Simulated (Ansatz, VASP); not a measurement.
# One calculation of GaAs, two programs

```
CELL_PARAMETERS angstrom
0.00000 2.76914 2.76914
2.76914 0.00000 2.76914
2.76914 2.76914 0.00000
ATOMIC_POSITIONS crystal
As 0.75000 0.75000 0.75000
Ga 0.00000 0.00000 0.00000
```

Change from the starting cell: volume scaled by 0.94.

Alike in both runs: task single point; functional PBEsol; k mesh 8 × 8 × 8; occupations fermi-dirac, width 0.05 eV; no spin polarisation.

|  | VASP | Ansatz |
| --- | --- | --- |
| version | VASP 6.6.1 | Ansatz 0.2.0 |
| potentials or method | VASP PAW PBE potentials, release 64 (As, Ga_d), cutoff 520 eV | all-electron LAPW, scalar-relativistic |

|  | VASP | Ansatz | Ansatz less VASP |
| --- | --- | --- | --- |
| gap on the k mesh at the Fermi level (eV) | 0.93 | 0.92 | -0.012 |
| least direct gap on the mesh (eV) | 0.93 | 0.92 | -0.012 |
| pressure (GPa) | 5.4 | 5.2 | -0.20 |

Ansatz ran all-electron here, so the differences hold the error of VASP's frozen core and of both bases.

Caveats: the PAW data sets were made with another functional, which shifts forces and pressure a little (VASP). A k mesh can miss the band edges.
